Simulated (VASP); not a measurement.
Here is a VASP 6.6.1 calculation.

INCAR

```
SYSTEM = SiO2
ALGO = Normal
EDIFF = 1E-6
EDIFFG = -0.005
ENCUT = 600
IBRION = 2
ISIF = 3
ISMEAR = -1
LASPH = .TRUE.
LCHARG = .FALSE.
LREAL = .FALSE.
LWAVE = .FALSE.
NELM = 80
NSW = 60
PREC = Accurate
SIGMA = 0.05
```

Contents of KPOINTS:

```
k-points
0
G
  5 5 4
  0 0 0
```

POSCAR

```
SiO2
1.0
    5.0605222284      0.0000000000      0.0000000000
   -2.5302611142      4.3825408062      0.0000000000
    0.0000000000      0.0000000000      5.5413533100
Si O
3 6
Direct
    0.5000000000      0.0000000000      0.0000000000
    0.5000000000      0.5000000000      0.6666666667
    0.0000000000      0.5000000000      0.3333333333
    0.2086053700      0.7913946300      0.1666666667
    0.2086053700      0.4172107400      0.5000000000
    0.4172107400      0.2086053700      0.8333333333
    0.7913946300      0.2086053700      0.1666666667
    0.7913946300      0.5827892600      0.5000000000
    0.5827892600      0.7913946300      0.8333333333
```

Potentials or basis: VASP PAW LDA potentials, release 64 (Si, O).

Command:

```console
$ cat potpaw_LDA.64/Si/POTCAR potpaw_LDA.64/O/POTCAR > POTCAR
$ mpirun -np 1 vasp_std > vasp.out
```

(1) What does it give for the relaxed cell?

(2) What does it give for the relaxed volume?

(3) Estimate the band gap on the k mesh.

(4) Estimate the space group after relaxing (to 0.05 Å).

Results:

(1) a = 5.043 Å, b = 5.043 Å, c = 5.526 Å, α = 90.00°, β = 90.00°, γ = 120.00°.

(2) 13.52 Å³/atom.

(3) 5.49 eV, indirect (least direct gap 5.68 eV).

(4) P6_422 (No. 181).

Caveat: an odd mesh through Γ misses points on the zone boundary, where band edges often lie.
